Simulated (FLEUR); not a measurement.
# SnTe under changes of volume

One of the cells (47.091 Å³/atom); the others are scaled copies at fixed shape and fractional positions:

```
CELL_PARAMETERS angstrom
0.00000 3.61115 3.61115
3.61115 0.00000 3.61115
3.61115 3.61115 0.00000
ATOMIC_POSITIONS crystal
Te 0.25000 0.25000 0.25000
Sn 0.00000 0.00000 0.00000
```

Measurements of this composition are mostly on another form, of space group No. 225.

```yaml
Program: FLEUR MaX-R8.1 (later development tree)
Functional: r2SCAN
Potentials_or_basis: all-electron
Basis: FLAPW
Kmax: 4.1 1/bohr
k_mesh: 7 × 7 × 7
Occupations: fermi-dirac, width 0.05 eV
Spin: no spin polarisation
```

| volume (Å³/atom) | energy over the lowest point (meV/atom) | gap on the mesh (eV) |
| --- | --- | --- |
| 44.265 | 6.07 | 0.21 |
| 45.207 | 0.39 | 0.28 |
| 47.091 | 0.00 | 0.37 |
| 48.974 | 11.67 | 0.46 |
| 49.916 | ? | ? |

Question: What does the run at 49.916 Å³/atom give?

Answer: Energy over the lowest point 20.62 meV/atom; gap on the mesh 0.50 eV.

Worked out: A Birch-Murnaghan fit of order 2 (a polynomial in V^(-2/3)) to the other rows has its minimum at 46.20 Å³/atom with B0 = V·E''(V) = 28 GPa. It gives 21.38 meV/atom at 49.916 Å³/atom, against the run's 20.62. A parabola through the other rows of the gap, of slope 1.76 eV per unit of ln V there, extrapolates to 0.49 eV, against the run's 0.50.

Energies are extrapolated to zero smearing.

Caveats: the meta-GGA is that of a development version, with a GGA for the radial functions and cores and without core tails; spin-orbit coupling is left out, which moves the levels of the heavy elements; an odd mesh through Γ misses points on the zone boundary, where band edges often lie.
